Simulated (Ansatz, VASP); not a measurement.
# H3C2N: VASP beside Ansatz

```
CELL_PARAMETERS angstrom
8.05175 0.00000 0.00000
0.00000 8.05175 0.00000
0.00000 0.00000 8.05175
ATOMIC_POSITIONS crystal
C 0.16096 0.92243 0.69971
C 0.22312 0.08104 0.75427
C 0.46157 0.54504 0.88233
C 0.41453 0.57109 0.71157
C 0.70206 0.50664 0.31510
C 0.57679 0.39030 0.25980
C 0.24135 0.97338 0.19063
C 0.13159 0.84388 0.13394
C 0.93372 0.43270 0.81093
C 0.90753 0.31312 0.94176
C 0.81660 0.02136 0.39236
C 0.65207 0.99101 0.45647
N 0.27118 0.20938 0.79902
N 0.37593 0.59307 0.57435
N 0.47776 0.29584 0.21352
N 0.04240 0.74038 0.08669
N 0.88670 0.21729 0.04742
N 0.51945 0.96586 0.50727
H 0.24704 0.86859 0.60702
H 0.15109 0.83668 0.80655
H 0.03510 0.93692 0.64665
H 0.58096 0.60633 0.90876
H 0.36591 0.59584 0.96618
H 0.46900 0.41084 0.90802
H 0.72058 0.60487 0.22133
H 0.66181 0.56561 0.43298
H 0.82256 0.44187 0.33129
H 0.34121 0.99578 0.09967
H 0.17363 0.09173 0.20291
H 0.29987 0.94108 0.31028
H 0.94171 0.55844 0.86559
H 0.05222 0.40470 0.74806
H 0.83058 0.42744 0.72076
H 0.88481 0.90293 0.37762
H 0.81150 0.08329 0.26920
H 0.88622 0.10229 0.47834
```

Alike in both runs: functional PBEsol; k mesh 1 × 1 × 1; occupations fermi-dirac, width 0.02 eV; no spin polarisation.

Ansatz relaxed the structure, and its values are those at the end. VASP's run is a single point on that final structure, the one shown.

|  | VASP | Ansatz |
| --- | --- | --- |
| version | VASP 6.6.1 | Ansatz 0.2.0 |
| potentials or method | VASP PAW PBE potentials, release 64 (C, N, H) | scalar-relativistic, plane waves, PAW |
| plane-wave cutoff (eV) | 520 | 420 |
| valence electrons in the cell | 96 | 96 |

VASP gave:

* rms of the force components (eV/Å): 0.127

**Question.** What did Ansatz give for the same quantities?

**Answer.** rms of the force components (eV/Å): 0.074.

One of these differences is far larger than is usual between the two programs; its cause wasn't traced.

Caveats: the standard files for N, O and F lose accuracy on very short bonds; the PAW data sets were made with another functional, which shifts forces and pressure a little (VASP).
